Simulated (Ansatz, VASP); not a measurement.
# Two plane-wave programs on KI

Contents of INCAR:

```
SYSTEM = KI
PREC = Accurate
ENCUT = 600
EDIFF = 1E-6
ISMEAR = -1
SIGMA = 0.05
LREAL = .FALSE.
LASPH = .TRUE.
NELM = 80
ALGO = Fast
ISIF = 3
LWAVE = .FALSE.
LCHARG = .FALSE.
IBRION = 2
NSW = 40
EDIFFG = -0.005
```

Contents of KPOINTS:

```
regular mesh
0
G
  7 7 7
  0 0 0
```

The input POSCAR:

```
KI
1.0
    0.0000000000      3.5327750000      3.5327750000
    3.5327750000      0.0000000000      3.5327750000
    3.5327750000      3.5327750000      0.0000000000
I K
1 1
Direct
    0.5000000000      0.5000000000      0.5000000000
    0.0000000000      0.0000000000      0.0000000000
```

The input input.yaml:

```yaml
crystal:
  lattice:
    - [0.0, 3.532775, 3.532775]
    - [3.532775, 0.0, 3.532775]
    - [3.532775, 3.532775, 0.0]
  atoms:
    - { symbol: I, position: [0.5, 0.5, 0.5] }
    - { symbol: K, position: [0.0, 0.0, 0.0] }
hamiltonian:
  xc: lda
  pseudopotentials: { kind: paw }
kpoints:
  mp_grid: { grid: [7, 7, 7] }
scf:
  occupations: { method: fermi_dirac, width: 0.05 }
output:
  forces: true
  stress: true
  eigenvalues: true
  write_density: true
  write_potential: true
  elf: true
  volumetric_format: npy
relax:
  f_tol: 0.01
  max_steps: 40
  cell: { stress_tol: 0.05 }
```

Alike in both runs: task relaxation of cell and atoms; functional LDA; k mesh 7 × 7 × 7; occupations fermi-dirac, width 0.05 eV; no spin polarisation.

|  | VASP | Ansatz |
| --- | --- | --- |
| version | VASP 6.6.1 | Ansatz 0.2.0 |
| potentials or method | VASP PAW LDA potentials, release 64 (I, K_sv) | Ansatz PAW |
| plane-wave cutoff (eV) | 600 | 420 |
| valence electrons in the cell | 16 | 26 |

VASP gave:

- gap on the k mesh at the Fermi level, each at its own relaxed structure (eV): 3.87
- relaxed volume (Å³/atom): 39.78
- relaxed cell length with the largest relative difference (Å): 4.828
- energy change over the relaxation (meV/atom): -19

Q: What did Ansatz give for the same quantities?

A: gap on the k mesh at the Fermi level, each at its own relaxed structure (eV): 3.86; relaxed volume (Å³/atom): 39.70; relaxed cell length with the largest relative difference (Å): 4.825; energy change over the relaxation (meV/atom): -20.

The two sets of potentials don't hold the same shells in valence.

Caveats: spin-orbit coupling is left out, which moves the levels of the heavy elements; odd divisions of the mesh miss points on the zone boundary, where band edges often lie, so the gap on the mesh can be too wide (Ansatz); the plane-wave basis is chosen anew once the cell has moved, so the energies of steps on either side of that aren't comparable (Ansatz); the PAW data sets come from PBE, with cores solved anew for the run's functional, which leaves a small shift of forces and pressure (Ansatz). Zero-point motion and thermal expansion aren't in these numbers. LDA usually gives volumes a few per cent too small.
